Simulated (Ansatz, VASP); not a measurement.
**Two plane-wave programs on HfN**

Contents of INCAR:

```
ALGO = Normal
EDIFF = 1E-6
ENCUT = 520
GGA = PS
ISIF = 2
ISMEAR = 0
LASPH = T
LCHARG = F
LREAL = F
LWAVE = F
NBANDS = 14
NELM = 60
PREC = Accurate
SIGMA = 0.15
```

Contents of KPOINTS:

```
k-points
0
Gamma
  16 16 16
```

The input POSCAR:

```
HfN
1.0
    0.0000000000      2.4548220000      2.6512077600
    2.4548220000      0.0000000000      2.6512077600
    2.4548220000      2.4548220000      0.0000000000
Hf N
1 1
Direct
    0.0000000000      0.0000000000      0.0000000000
    0.7500000000      0.7500000000      0.7500000000
```

Input for Ansatz:

```yaml
crystal:
  lattice:
    - [0.0, 2.454822, 2.65120776]
    - [2.454822, 0.0, 2.65120776]
    - [2.454822, 2.454822, 0.0]
  atoms:
    - { symbol: Hf, position: [0.0, 0.0, 0.0] }
    - { symbol: "N", position: [0.75, 0.75, 0.75] }
basis:
  ecutwfc: 420
kpoints:
  mp_grid: { grid: [16, 16, 16] }
hamiltonian:
  xc: pbesol
scf:
  occupations: { method: gaussian, width: 0.15 }
output:
  forces: true
  stress: true
  eigenvalues: true
```

Change from the starting cell: strain +0.000 along x and y, +0.080 along z, atoms carried along.

Alike in both runs: task single point; functional PBEsol; k mesh 16 × 16 × 16; occupations gaussian, width 0.15 eV; no spin polarisation.

```csv
,VASP,Ansatz
version,VASP 6.6.1,Ansatz 0.2.0
potentials or method,"VASP PAW PBE potentials, release 64 (Hf_pv, N)","scalar-relativistic, plane waves, PAW"
plane-wave cutoff (eV),520,420
valence electrons in the cell,15,31
```

VASP gave:

- gap on the k mesh at the Fermi level (eV): none
- pressure (GPa): -18.1
- largest component of the traceless stress (GPa): 8.38

**Question.** What did Ansatz give for the same quantities?

**Answer.** gap on the k mesh at the Fermi level (eV): none; pressure (GPa): -17.2; largest component of the traceless stress (GPa): 8.33.

A gap of «none» marks a metal or a gap that the smearing closes. With one functional, cell and mesh, what is left measures potentials, basis and numerics. The two sets of potentials don't hold the same shells in valence.

Caveats: so large a pressure means that the cell lies far from this level's equilibrium, or that cutoff or potentials fall short (VASP); the potentials were made for another functional, which shifts forces and pressure (VASP). The runs have no spin-orbit coupling, so splittings on Hf are missing.
